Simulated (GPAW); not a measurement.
The system is CdTe.

```xyz
2
Lattice="0.0000 3.2050 3.2050 3.2050 0.0000 3.2050 3.2050 3.2050 0.0000" Properties=species:S:1:pos:R:3 pbc="T T T"
Te    1.6025    1.6025    1.6025
Cd    0.0000    0.0000    0.0000
```

Program: GPAW 26.7.0. Alike in all runs: cell as given; k mesh 6 × 6 × 6. Hardware: 1 thread of Arm Neoverse V1 (shared host).

Q: Order these runs on this cell by their wall time, lowest first.
A. task band structure; level TPSS; potentials or basis GPAW PAW data sets (gpaw-data 1.2.1), pw; spin SOC, no magnetisation; cutoff (eV) 600; smearing fermi-dirac 0.05 eV; band path GXWKGLUWLK,UX; band points 60; spin axis theta (degrees) 0; spin axis phi (degrees) 0; eigensolver davidson
B. task single point; level PBEsol; potentials or basis PAW data sets generated in the run's folder for this functional, pw; spin off; cutoff (eV) 500; smearing fermi-dirac 0.01 eV
C. task band structure; level BEEF-vdW; potentials or basis GPAW PAW data sets (gpaw-data 1.2.1), pw; spin SOC, no magnetisation; cutoff (eV) 600; smearing fermi-dirac 0.05 eV; band path GXWKGLUWLK,UX; band points 60; spin axis theta (degrees) 0; spin axis phi (degrees) 0

A: B (15 s), C (61 s), A (220 s).

Caveats: spin-orbit coupling was added after a scalar SCF, so levels and gaps hold it while energy, forces, pressure and moments don't (some runs).

Not every run made on this cell is shown here.
